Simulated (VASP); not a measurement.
**ZnSe in VASP: one cell, several levels of theory**

One table from this session's results is given with a row withheld; the runs are named, their logs left out.

The runs shown are made with VASP 6.6.1. PAW datasets, plane waves. The values are computed, spin-unpolarised, and not measurements.

## Starting point

The cell comes from an earlier relaxation with r2SCAN in another program.

Space group F-43m (No. 216), cubic; a = 5.665 Å in the conventional setting, 22.72 Å³ an atom. Around Zn lie 4 Se at 2.45 Å; around Se lie 4 Zn at 2.45 Å.

Coordinates:

```cif
data_structure
_symmetry_space_group_name_H-M 'F-43m'
_symmetry_Int_Tables_number 216
_cell_length_a 5.6648
_cell_length_b 5.6648
_cell_length_c 5.6648
_cell_angle_alpha 90.000
_cell_angle_beta 90.000
_cell_angle_gamma 90.000
_cell_volume 181.79
loop_
_atom_site_label
_atom_site_type_symbol
_atom_site_symmetry_multiplicity
_atom_site_Wyckoff_symbol
_atom_site_fract_x
_atom_site_fract_y
_atom_site_fract_z
_atom_site_occupancy
Zn1 Zn 4 a 0.00000 0.00000 0.00000 1
Se1 Se 4 d 0.25000 0.25000 0.75000 1
```

Set-up of the first run:

Contents of INCAR:

```
ENCUT = 520.000000
SIGMA = 0.020000
EDIFF = 1.00e-07
GGA = PE
PREC = Accurate
IBRION = -1
ISIF = 2
ISMEAR = -1
NBANDS = 16
NELM = 120
NSW = 0
LASPH = .TRUE.
LCHARG = .FALSE.
LWAVE = .FALSE.
LREAL = .FALSE.
```

Contents of KPOINTS:

```
KPOINTS created by Atomic Simulation Environment
0
Gamma
8 8 8
0 0 0
```

Contents of KPOINTS_OPT:

```
special points
6
Reciprocal
0.0000000000 0.0000000000 0.0000000000 1
0.5000000000 0.0000000000 0.5000000000 1
0.5000000000 0.2500000000 0.7500000000 1
0.3750000000 0.3750000000 0.7500000000 1
0.5000000000 0.5000000000 0.5000000000 1
0.6250000000 0.2500000000 0.6250000000 1
```

Contents of POSCAR:

```
Zn Se
 1.0000000000000000
     0.0000000000000000    2.8324206797113822    2.8324206797113822
     2.8324206797113822    0.0000000000000000    2.8324206797113822
     2.8324206797113822    2.8324206797113822    0.0000000000000000
 Zn  Se
   1   1
Cartesian
  0.0000000000000000 -0.0000000000000000  0.0000000000000000
  1.4162103398556911  1.4162103398556911  1.4162103398556911
```

Potentials: the recommended PBE PAW datasets, 18 valence electrons in the neutral cell.

On the command line:

```console
mpirun -np 1 vasp_std
```

Steps of the session up to this table: PBE; r2SCAN; LDA at this geometry; PBEsol at this geometry; PBE+SOC; Dielectric tensor and Born charges, PBE.

One table of the session follows, with a row left open; its other results are not shown here.

```
  level  gap (eV)  Ansatz: gap (eV)
    PBE      1.30              1.29
 r2SCAN         ?                 ?
    LDA      1.07              1.04
 PBEsol      1.18              1.17
PBE+SOC      1.17              1.17
```

Estimate the missing values for r2SCAN.

**Answer.** gap (eV): 1.87; Ansatz: gap (eV): 1.87. In the column «gap (eV)» it is the highest.
